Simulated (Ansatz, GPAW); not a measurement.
Given: the input of a run of Ansatz 0.2.0 on MnO2. Atoms were shifted at random by some hundredths of an Å from the given cell, which wasn't relaxed again for these runs. The cell comes from a database or a generator and needn't be the stable form of this composition.

Contents of input.yaml:

```yaml
crystal:
  lattice:
    - [2.8549554371, 0.0, 0.0]
    - [-1.4274777185, 2.4724639352, 0.0]
    - [0.0, 0.0, 10.2217427273]
  atoms:
    - { symbol: Mn, position: [0.015903, 0.00807, 0.499848], spin: 4.0 }
    - { symbol: Mn, position: [-0.023727, -0.010721, -0.003314], spin: 4.0 }
    - { symbol: O, position: [0.657032, 0.334917, 0.404044] }
    - { symbol: O, position: [0.656973, 0.341012, 0.090334] }
    - { symbol: O, position: [0.334016, 0.675452, 0.594055] }
    - { symbol: O, position: [0.320847, 0.666375, 0.906259] }
hamiltonian:
  xc: pbesol
  pseudopotentials: { kind: paw }
magnetization:
  spin_polarized: true
kpoints:
  mp_grid: { grid: [11, 11, 3] }
scf:
  occupations: { method: fermi_dirac, width: 0.05 }
output:
  forces: true
  stress: true
  eigenvalues: true
  write_density: true
  write_potential: true
  elf: true
  volumetric_format: npy
```

Potentials or basis: Ansatz PAW.

The run is started by

```console
$ ansatz run input.yaml --threads 1 --pin off --max-ram 3584MiB --backend cpu --events-out ev --progress --plain --runs-dir out
```

**Question.** What does the same run look like in GPAW 26.7.0 (ASE script)? Potentials or basis there: PAW data sets generated for this functional, cutoff 800 eV.

**Answer.** As run (cutoffs and basis follow the program's own potentials, and thresholds, step limits or extra output files can differ):

run.py

```python
from ase import Atoms
from ase.dft.bandgap import bandgap
from ase.io import write
from ase.units import GPa
from ase.parallel import parprint
from gpaw import GPAW, PW, setup_paths

setup_paths.insert(0, '.')

atoms = Atoms(['Mn', 'Mn', 'O', 'O', 'O', 'O'],
              cell=[[2.8549554371, 0.0, 0.0],
                    [-1.4274777185, 2.4724639352, 0.0],
                    [0.0, 0.0, 10.2217427273]],
              scaled_positions=[[0.015903, 0.00807, 0.499848],
                                [-0.023727, -0.010721, -0.003314],
                                [0.657032, 0.334917, 0.404044],
                                [0.656973, 0.341012, 0.090334],
                                [0.334016, 0.675452, 0.594055],
                                [0.320847, 0.666375, 0.906259]],
              pbc=True)
atoms.set_initial_magnetic_moments([4.0, 4.0, 0.0, 0.0, 0.0, 0.0])

calc = GPAW(mode=PW(800),
            xc='PBEsol',
            kpts={'size': (11, 11, 3), 'gamma': True},
            occupations={'name': 'fermi-dirac', 'width': 0.05},
            nbands=47,
            convergence={'density': 1e-05, 'energy': 1e-05},
            maxiter=150,
            txt='gpaw.txt')
atoms.calc = calc
energy = atoms.get_potential_energy()
forces = atoms.get_forces()
stress = atoms.get_stress()
calc.write('gs.gpw')
write('result.traj', atoms)
parprint(f'Energy: {energy:.6f} eV')
parprint('Forces (eV/A):')
parprint(forces.round(4))
parprint('Stress (GPa):', (stress / GPa).round(3))
parprint('Moments:', calc.get_magnetic_moments().round(3))
parprint('Fermi level:', round(calc.get_fermi_level(), 4), 'eV')
parprint(f'Gap: {bandgap(calc)[0]:.4f} eV, direct: {bandgap(calc, direct=True)[0]:.4f} eV')
```

Potentials or basis: PAW data sets generated in the run's folder for this functional, pw.

The run is started by

```sh
$ gpaw-setup -f PBEsol Mn O
$ OMP_NUM_THREADS=1 mpirun -n 4 gpaw python run.py
```

Both were run:

|  | Ansatz | GPAW |
| --- | --- | --- |
| Pressure | -2.5 GPa | 0.3 GPa |
| Net moment | 0.00 μB per cell | 6.00 μB per cell |

Ansatz's pressure holds a Pulay term of +0.74 GPa for its cutoff of 420 eV, which the other run lacks.

Ansatz's potentials were made for PBE.

Where Ansatz's input types no cutoff or centring, it takes its own default and a Γ-centred mesh.

The magnetic state is the one that the start led to; the real crystal's order can differ.

Pressure is positive in compression.
